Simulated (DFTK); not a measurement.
Runs of DFTK 0.8.2 on HfN. It takes space group Fm-3m (No. 225, cubic). The conventional cell has a = 4.512 Å, b = 4.512 Å, c = 4.512 Å, α = 90.00°, β = 90.00°, γ = 90.00°. Hf (site symmetry m-3m) has 6 N at 2.26 Å as nearest neighbours. Around N (site symmetry m-3m) lie 6 Hf at 2.26 Å. 

| task | level | potentials or basis | k mesh | cutoff (eV) | valence electrons | mesh quality | gap on the mesh (eV) | pressure (GPa) |
| --- | --- | --- | --- | --- | --- | --- | --- | --- |
| band structure | PBE | SG15 1.2 (PBE) | 8 × 8 × 8 | 1225 | Hf 26, N 5 | not flagged | none | 7.0 |
| single point | PBEsol | dojo.nc.sr.pbesol.v0_4_1.standard.upf (PBEsol) | 10 × 10 × 10 | 1143 | Hf 12, N 5 | not flagged | none | (a) |
| band structure | SCAN | SG15 1.2 (PBE) | 8 × 8 × 8 | 1225 | Hf 26, N 5 | not flagged | none | -7.0 |
| band structure | WC | SG15 1.2 (PBE) | 8 × 8 × 8 | 1225 | Hf 26, N 5 | not flagged | none | (b) |
| single point | r2SCAN | SG15 1.2 (PBE) | 10 × 10 × 10 | 1225 | Hf 26, N 5 | not flagged | none | -7.6 |
| band structure | PBEsol | SG15 1.2 (PBE) | 8 × 8 × 8 | 1225 | Hf 26, N 5 | not flagged | none | -1.6 |
| band structure | BJ06 | SG15 1.2 (PBE) | 8 × 8 × 8 | 1225 | Hf 26, N 5 | not flagged | none | - |

Alike in all rows: no spin polarisation; cell as given; smearing fermi-dirac 0.05 eV.

**Question.** Fill in the values left out.

**Answer.** (a) -2.8; (b) -0.8.

Caveats: the potentials were made for another functional, which shifts forces and pressure (some runs); the program leaves the constant c of mgga_x_tb09 at 1, so the potential is Becke-Johnson's (BJ06) and not Tran and Blaha's, with levels but no total energy (some runs).

A k mesh can miss the band edges, and the runs leave out spin-orbit coupling on Hf.

A gap of «none» marks a metal or a gap under the smearing width.

Not every run made on this cell is shown here.
